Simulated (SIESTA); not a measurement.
GaN:

```xyz
8
Lattice="3.2115 0.0000 0.0000 -1.6058 2.7813 0.0000 0.0000 0.0000 10.3568" Properties=species:S:1:pos:R:3 pbc="T T T"
Ga    0.0000    0.0000    8.1391
Ga    1.6058    0.9271    0.3868
Ga    0.0000    1.8542    5.5652
Ga    0.0000    0.0000    2.9607
N     0.0000    0.0000    0.9636
N     1.6058    0.9271    3.5601
N     0.0000    0.0000    6.1420
N     0.0000    1.8542    8.7385
```

The cell is a database's computed one.

Base run:

| Item | Value |
| --- | --- |
| Program | SIESTA 5.4.2 |
| Functional | PBE |
| Potentials or basis | PseudoDojo 0.4 standard (PBE files) |
| Basis | DZP (energy shift 0.003 Ry; two zetas on semicore shells) |
| Grid cutoff | 800 Ry |
| Energy shift | 0.003 Ry |
| k mesh | 10 × 10 × 3 |
| Occupations | fermi-dirac, width 0.05 eV |
| Spin | no spin polarisation |

Its results: band gap on the k mesh 0.84 eV, direct; pressure 2.2 GPa; largest force 0.523 eV/Å.

Task: The run is repeated on the same cell with these changes: functional from PBE to LDA; potentials or basis from PseudoDojo 0.4 standard (PBE files) to PseudoDojo 0.4 standard (LDA files). What comes out?

Result: Band gap on the k mesh 0.87 eV, direct; pressure -8.8 GPa; largest force 0.261 eV/Å.

Caveats: the basis of atomic orbitals isn't converged, which shifts pressures, moduli and gaps; an odd mesh through Γ misses points on the zone boundary, where band edges often lie (some runs).

Not every run made on this cell is shown here.
